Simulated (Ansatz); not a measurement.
Wanted: the native input for an Ansatz 0.2.0 run.

```
Task                : electric field gradients
Functional          : PBE
Dispersion          : D3(BJ)
Potentials or basis : Ansatz PAW large core
Cutoff              : 420 eV (not typed: the program's choice for these potentials)
k mesh              : 7 × 7 × 7
Occupations         : methfessel-paxton, width 0.05 eV
Spin                : no spin polarisation
```

The system is TePb.

```
Pb Te
1.0
     4.00229    0.00000    0.00000
     0.00000    4.00229    0.00000
     0.00000    0.00000    4.00229
Pb Te
1 1
Direct
  0.00000 0.00000 0.00000
  0.50000 0.50000 0.50000
```

Measurements of this composition are mostly on another form, of space group No. 225.

These files were run (other wordings do the same):

input.yaml

```yaml
crystal:
  lattice:
    - [4.002287, 0.0, 0.0]
    - [0.0, 4.002287, 0.0]
    - [0.0, 0.0, 4.002287]
  atoms:
    - { symbol: Pb, position: [0.0, 0.0, 0.0] }
    - { symbol: Te, position: [0.5, 0.5, 0.5] }
hamiltonian:
  xc: pbe
  pseudopotentials: { kind: paw, core: large }
  dispersion: d3bj
kpoints:
  mp_grid: { grid: [7, 7, 7] }
scf:
  occupations: { method: methfessel_paxton, width: 0.05 }
output:
  forces: true
  stress: true
  eigenvalues: true
  efg: {}
  write_density: true
  write_potential: true
  elf: true
  volumetric_format: npy
```

Potentials or basis: Ansatz PAW large core.

Launch:

```bash
$ ansatz run input.yaml --threads 1 --pin off --max-ram 2560MiB --backend cpu --events-out ev --progress --plain --runs-dir out
```

Results of the run:

| Property | Result |
| --- | --- |
| Pressure | -1.5 GPa |
| Band gap on the k mesh | none (metal or under the smearing width) |

Caveat: this set keeps more shells in the core, which shifts pressures and gaps; pairwise dispersion overbinds metals, which lowers pressure and volume.

Run time: 5.9 s on 1 thread of Arm Neoverse N1, with other jobs on the host, peak memory 0.38 GiB.
